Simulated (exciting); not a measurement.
# Os (P6_3/mmc) in exciting: equation of state, part 2 of 2

exciting (release sodium). The steps go on from the part before.

## (8) Equation of state, PBE, 14.82 Å³/atom (volume scaled by 1.06)

File input.xml:

```xml
<input>
  <title>Os</title>
  <structure speciespath="./" tshift="false">
    <crystal scale="1">
      <basevect>5.268033770848 0.000000000000 0.000000000000</basevect>
      <basevect>-2.634016885424 4.562251073474 0.000000000000</basevect>
      <basevect>0.000000000000 0.000000000000 8.323150389421</basevect>
    </crystal>
    <species speciesfile="Os.xml" rmt="2.3">
      <atom coord="0.666666666700 0.333333333300 0.750000000000"/>
      <atom coord="0.333333333300 0.666666666700 0.250000000000"/>
    </species>
  </structure>
  <groundstate do="fromscratch" ngridk="11 11 6" rgkmax="9" gmaxvr="14" lmaxapw="10" lmaxmat="10" lmaxvr="8" xctype="GGA_PBE" stype="Fermi Dirac" swidth="0.00183747" nempty="18" ValenceRelativity="iora*" epsengy="1e-05" epspot="1e-05" maxscl="60" outputlevel="normal"/>
</input>
```

Potentials or basis: all-electron LAPW+lo, shipped species files, valence relativity iora*.

The run is started by

```
OMP_NUM_THREADS=1 exciting_smp
```

INFO.OUT:

```text
================================================================================
EXCITING SODIUM started
[... 10 lines left out ...]

 Lattice vectors (cartesian) :
      5.2680337708      0.0000000000      0.0000000000
     -2.6340168854      4.5622510735      0.0000000000
      0.0000000000      0.0000000000      8.3231503894

 Reciprocal lattice vectors (cartesian) :
      1.1927002712      0.6886058227     -0.0000000000
      0.0000000000      1.3772116453      0.0000000000
      0.0000000000     -0.0000000000      0.7549046951

 Unit cell volume                           :     200.0393682330
 Brillouin zone volume                      :       1.2400069828

 Species :    1 (Os)
     parameters loaded from                 :    Os.xml
     name                                   :    osmium
     nuclear charge                         :     -76.00000000
     electronic charge                      :      76.00000000
     atomic mass                            :  346768.07650000
     muffin-tin radius                      :       2.30000000
     # of radial points in muffin-tin       :     450

     atomic positions (lattice) :
       1 :   0.66666667  0.33333333  0.75000000
       2 :   0.33333333  0.66666667  0.25000000

 Total number of atoms per unit cell        :       2

 Spin treatment                             :    spin-unpolarised

 Number of Bravais lattice symmetries       :      24
 Number of crystal symmetries               :      12

 k-point grid                               :      11   11    6
 Total number of k-points                   :      84
 k-point set is reduced with crystal symmetries

 R^MT_min * |G+k|_max (rgkmax)              :       9.00000000
 Species with R^MT_min                      :       1 (Os)
 Maximum |G+k| for APW functions            :       3.91304348
 Maximum |G| for potential and density      :      14.00000000

 G-vector grid sizes                        :      24    24    40
 Total number of G-vectors                  :    9259

 Maximum angular momentum used for
     APW functions                          :      10
     computing H and O matrix elements      :      10
     potential and density                  :       8
     inner part of muffin-tin               :       2

 Total nuclear charge                       :    -152.00000000
 Total electronic charge                    :     152.00000000
 Total core charge                          :      92.00000000
 Total valence charge                       :      60.00000000

 Number of empty states                     :      18
 Total number of valence states             :      49

 Maximum Hamiltonian size                   :     268
 Maximum number of plane-waves              :     214
 Total number of local-orbitals             :      54

 Exchange-correlation type                  :      20
     Perdew-Burke-Ernzerhof, Phys. Rev. Lett. 77, 3865 (1996)
     Generalised gradient approximation (GGA)

[... 20 lines left out ...]
+ SCF iteration number :    1                                                  +
++++++++++++++++++++++++++++++++++++++++++++++++++++++++++++++++++++++++++++++++
 Total energy                               :    -34534.71864843
 _______________________________________________________________
 Fermi energy                               :         0.60380696
 Kinetic energy                             :     39256.25431059
 Coulomb energy                             :    -73109.18487067
 Exchange energy                            :      -672.45301991
 Correlation energy                         :        -9.33506844

 DOS at Fermi energy (states/Ha/cell)       :        49.86404806

 Electron charges :
     core                                   :        92.00000000
     core leakage                           :         0.00000327
     valence                                :        60.00000000
     interstitial                           :         5.25816916
     charge in muffin-tin spheres :
                  atom     1    Os          :        73.37091542
                  atom     2    Os          :        73.37091542
     total charge in muffin-tins            :       146.74183084
     total charge                           :       152.00000000

++++++++++++++++++++++++++++++++++++++++++++++++++++++++++++++++++++++++++++++++
+ SCF iteration number :    2                                                  +
++++++++++++++++++++++++++++++++++++++++++++++++++++++++++++++++++++++++++++++++
 Total energy                               :    -34553.04165404
 _______________________________________________________________
 Fermi energy                               :         0.59053168
 Kinetic energy                             :     39245.29673169
 Coulomb energy                             :    -73116.22956018
 Exchange energy                            :      -672.77380227
 Correlation energy                         :        -9.33502328

 DOS at Fermi energy (states/Ha/cell)       :        45.94817282

 Electron charges :
     core                                   :        92.00000000
     core leakage                           :         0.00000318
     valence                                :        60.00000000
     interstitial                           :         5.11787528
     charge in muffin-tin spheres :
                  atom     1    Os          :        73.44106236
                  atom     2    Os          :        73.44106236
     total charge in muffin-tins            :       146.88212472
     total charge                           :       152.00000000
[... 281 lines left out ...]
 RMS change in effective potential (target) :  0.998343E-08  ( 0.100000E-04)
 Absolute change in total energy   (target) :  0.713197E-05  ( 0.100000E-04)
 Charge distance                   (target) :  0.247883E-08  ( 0.100000E-04)

++++++++++++++++++++++++++++++++++++++++++++++++++++++++++++++++++++++++++++++++
+ SCF iteration number :   13                                                  +
++++++++++++++++++++++++++++++++++++++++++++++++++++++++++++++++++++++++++++++++
 Total energy                               :    -34563.94043080
 _______________________________________________________________
 Fermi energy                               :         0.57149207
 Kinetic energy                             :     39236.48907066
 Coulomb energy                             :    -73118.16005933
 Exchange energy                            :      -672.93508254
 Correlation energy                         :        -9.33435960

 DOS at Fermi energy (states/Ha/cell)       :        45.74562451

 Electron charges :
     core                                   :        92.00000000
     core leakage                           :         0.00000313
     valence                                :        60.00000000
     interstitial                           :         4.99450199
     charge in muffin-tin spheres :
                  atom     1    Os          :        73.50274900
                  atom     2    Os          :        73.50274900
     total charge in muffin-tins            :       147.00549801
     total charge                           :       152.00000000

 RMS change in effective potential (target) :  0.193780E-08  ( 0.100000E-04)
 Absolute change in total energy   (target) :  0.402594E-05  ( 0.100000E-04)
 Charge distance                   (target) :  0.866768E-09  ( 0.100000E-04)

++++++++++++++++++++++++++++++++++++++++++++++++++++++++++++++++++++++++++++++++
| Convergency criteria checked for the last 2 iterations                       +
| Convergence targets achieved. Performing final SCF iteration                 +
++++++++++++++++++++++++++++++++++++++++++++++++++++++++++++++++++++++++++++++++
 Total energy                               :    -34563.94043116
 _______________________________________________________________
 Fermi energy                               :         0.57149207
 Kinetic energy                             :     39236.48907055
 Coulomb energy                             :    -73118.16005956
 Exchange energy                            :      -672.93508255
 Correlation energy                         :        -9.33435960

 DOS at Fermi energy (states/Ha/cell)       :        45.74562469

 Electron charges :
     core                                   :        92.00000000
     core leakage                           :         0.00000313
     valence                                :        60.00000000
     interstitial                           :         4.99450200
     charge in muffin-tin spheres :
                  atom     1    Os          :        73.50274900
                  atom     2    Os          :        73.50274900
     total charge in muffin-tins            :       147.00549800
     total charge                           :       152.00000000

++++++++++++++++++++++++++++++++++++++++++++++++++++++++++++++++++++++++++++++++
[... 12 lines left out ...]
| EXCITING SODIUM stopped                                                      =
================================================================================
```

It took 1.8 min on 1 thread of Arm Neoverse V2, shared host; peak memory 0.13 GiB.

Results:

```
Free energy                                       : -940532.7477 eV
Band gap on the k mesh                            : none (metal or under the smearing width)
All electrons inside the program's atomic spheres : Os 73.50 (radii Os 2.3 bohr)
```

Caveat: the log's total energy holds no entropy term; the free energy is that total less TS from the occupations.

## (9) Equation of state, PBE

Potentials or basis: all-electron LAPW+lo, shipped species files, valence relativity iora*.

No new run: the results of the series are fitted here.

What came out:

- Equilibrium volume: 14.31 Å³/atom
- Bulk modulus at fixed shape and positions: 396 GPa
- Pressure derivative of the bulk modulus: 4.9

Energy against volume, from the lowest point:
```csv
volume (Å³/atom),energy (meV/atom)
13.143,139.52
13.423,77.55
13.703,34.88
13.982,9.50
14.262,0.00
14.542,3.97
14.821,20.31
```

Caveat: the cell was scaled at fixed shape and fractional positions, which overstates the stiffness of a crystal with free parameters, most of all of layers and chains. Spin-orbit coupling is left out, which matters for the levels of Os.
